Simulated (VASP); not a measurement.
A run of VASP 6.6.1 is set up as follows.

Contents of INCAR:

```
SYSTEM = Ta
ALGO     = Normal         ! electronic algorithm
EDIFF    = 1E-7           ! SCF threshold, eV
ENCUT    = 520            ! plane-wave cutoff, eV
GGA      = PE             ! functional
ISIF     = 2              ! what is computed and relaxed
ISMEAR   = 0              ! smearing method
LASPH    = .True.         ! aspherical terms in the spheres
LCHARG   = .False.        ! write CHGCAR
LREAL    = .False.        ! projectors in reciprocal space
LWAVE    = .False.        ! write WAVECAR
NBANDS   = 54             ! bands
NELM     = 100            ! most SCF steps
PREC     = Accurate       ! precision mode
SIGMA    = 0.1            ! smearing width, eV
```

File KPOINTS:

```
k-points
0
Gamma
  4 4 4
  0 0 0
```

Contents of POSCAR:

```
Ta
1.0
    5.3121625516      0.0000000000      0.0000000000
    0.0000000000      5.3121625516      0.0000000000
    0.0000000000      0.0000000000      5.3121625516
Ta
8
Direct
    0.5000000000      0.5000000000      0.5000000000
    0.0000000000      0.0000000000      0.0000000000
    0.2500000000      0.0000000000      0.5000000000
    0.5000000000      0.2500000000      0.0000000000
    0.5000000000      0.7500000000      0.0000000000
    0.7500000000      0.0000000000      0.5000000000
    0.0000000000      0.5000000000      0.7500000000
    0.0000000000      0.5000000000      0.2500000000
```

Potentials or basis: VASP PAW PBE potentials, release 64 (Ta_pv).

Run with:

```sh
$ cat potpaw_PBE.64/Ta_pv/POTCAR > POTCAR
$ mpirun -np 1 vasp_std > vasp.out
```

Q: Predict the band gap on the k mesh.

A: None (metal or under the smearing width).

Q: What does it give for the pressure?

A: 0.6 GPa.

The run has no spin-orbit coupling, so splittings on Ta are missing.
